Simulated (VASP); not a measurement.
A run of VASP 6.6.1 is set up as follows.

Contents of POSCAR:

```
CsI
1.0
    4.6080836004      0.0000000000      0.0000000000
    0.0000000000      4.6080836004      0.0000000000
    0.0000000000      0.0000000000      4.6080836004
Cs I
1 1
Direct
    0.0000000000      0.0000000000      0.0000000000
    0.5000000000      0.5000000000      0.5000000000
```

Contents of INCAR.step1:

```
SYSTEM = CsI
PREC = Accurate
ENCUT = 520
EDIFF = 1E-5
ISMEAR = 0
SIGMA = 0.01
LREAL = .FALSE.
LASPH = .TRUE.
NELM = 100
ALGO = Normal
ISIF = 2
LWAVE = .TRUE.
NBANDS = 15
GGA = PE
```

The input INCAR.step2:

```
SYSTEM = CsI
PREC = Accurate
ENCUT = 520
EDIFF = 1E-6
ISMEAR = 0
SIGMA = 0.01
LREAL = .FALSE.
LASPH = .TRUE.
NELM = 100
ALGO = Normal
ISIF = 2
LWAVE = .FALSE.
LCHARG = .TRUE.
GGA = PE
LHFCALC = .TRUE.
HFSCREEN = 0.2079
PRECFOCK = Normal
LELF = .TRUE.
LVHAR = .TRUE.
NBANDS = 15
ISTART = 1
```

Contents of KPOINTS:

```
Automatic mesh
0
G
  4 4 4
  0 0 0
```

Potentials or basis: VASP PAW PBE potentials, release 64 (Cs_sv, I).

Run with:

```console
$ cat potpaw_PBE.64/Cs_sv/POTCAR potpaw_PBE.64/I/POTCAR > POTCAR
$ cp INCAR.step1 INCAR
$ mpirun -np 1 vasp_std > vasp.out
$ cp INCAR.step2 INCAR
$ mpirun -np 1 vasp_std > vasp.out
```

Task: What does it give for the pressure?

Result: 0.2 GPa.

Task: Estimate the band gap on the k mesh.

Result: 4.78 eV, indirect (least direct gap 4.88 eV).

Caveat: the PAW data sets were made with another functional, which shifts forces and pressure a little; spin-orbit coupling is left out, which moves the levels of the heavy elements. A k mesh can miss the band edges.
